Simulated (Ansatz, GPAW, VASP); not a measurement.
**One calculation of NiO, 3 ways**

```
Ni O
1.0
     0.00000    2.08590    2.08590
     2.08590    0.00000    2.08590
     2.08590    2.08590    0.00000
Ni O
1 1
Direct
  0.00000 0.00000 0.00000
  0.50000 0.50000 0.50000
```

Alike in all runs: task single point; functional PBE; k mesh 11 × 11 × 11; occupations gaussian, width 0.011 eV; collinear spin, ferromagnetic start; no spin-orbit coupling. The measured crystal is an antiferromagnetic insulator; the state found here is the runs' own. Pressure is positive in compression and, in plane waves, holds the error of the finite cutoff.

```csv
program and potentials,plane-wave cutoff (eV),notes,pressure (GPa),net moment per atom (μB)
"Ansatz, all-electron LAPW, scalar-relativistic",-,-,6.61,0.91
"VASP, PBE PAW files Ni, O, 520 eV",520,8 valence electrons an atom on average,?,?
"GPAW, GPAW PAW data sets (gpaw-data 1.2.1)",800,11 valence electrons an atom on average; this data set often lies off other programs,10.21,0.89
```

Task: Estimate from the other rows what the run with VASP, PBE PAW files Ni, O, 520 eV gave.

Result: Pressure 6.11 GPa; net moment per atom 0.89 μB. The other rows, which needn't bracket it: pressure 6.61 to 10.21; net moment per atom 0.89 to 0.91.
